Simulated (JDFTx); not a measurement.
Crystal: KF (Carobbiite).

```
K F
1.0
     0.00000    2.67185    2.67185
     2.67185    0.00000    2.67185
     2.67185    2.67185    0.00000
K F
1 1
Cartesian
  0.0000 0.0000 0.0000
  2.6719 2.6719 2.6719
```

Program: JDFTx 1.7.0 (patched build). Alike in all runs: task single point; no spin polarisation; cell as given; smearing fermi-dirac 0.05 eV.

Question: Order these runs on this cell by their band gap on the k mesh, lowest first.
A. level r2SCAN; potentials or basis SG15-PBE-1.2 with smoothed tails; k mesh 9 × 9 × 9; cutoff (eV) 1361; SCF threshold on the energy 1e-09 Ha; mesh quality not flagged
B. level HSE06; potentials or basis PseudoDojo-SR-PBE-0.5-standard with smoothed tails; k mesh 3 × 3 × 3; cutoff (eV) 1143; SCF threshold on the energy 1e-07 Ha; mesh quality coarse
C. level LDA; potentials or basis PseudoDojo-SR-LDA-0.4.1-standard with smoothed tails; k mesh 9 × 9 × 9; cutoff (eV) 1143; SCF threshold on the energy 1e-09 Ha; mesh quality not flagged
D. level PBEsol; potentials or basis PseudoDojo-SR-PBEsol-0.4.1-standard with smoothed tails; k mesh 9 × 9 × 9; cutoff (eV) 1143; SCF threshold on the energy 1e-09 Ha; mesh quality not flagged

Answer: C (5.82 eV), D (6.06 eV), A (6.81 eV), B (8.22 eV).

Caveats: some runs use coarse meshes; an odd mesh through Γ misses points on the zone boundary, where band edges often lie (some runs); this program's HSE differs a little from the usual definition (some runs); the hybrid runs on potentials with a model core (some runs); the empty levels aren't tightly converged (some runs).

Runs at the PBE level aren't shown here.
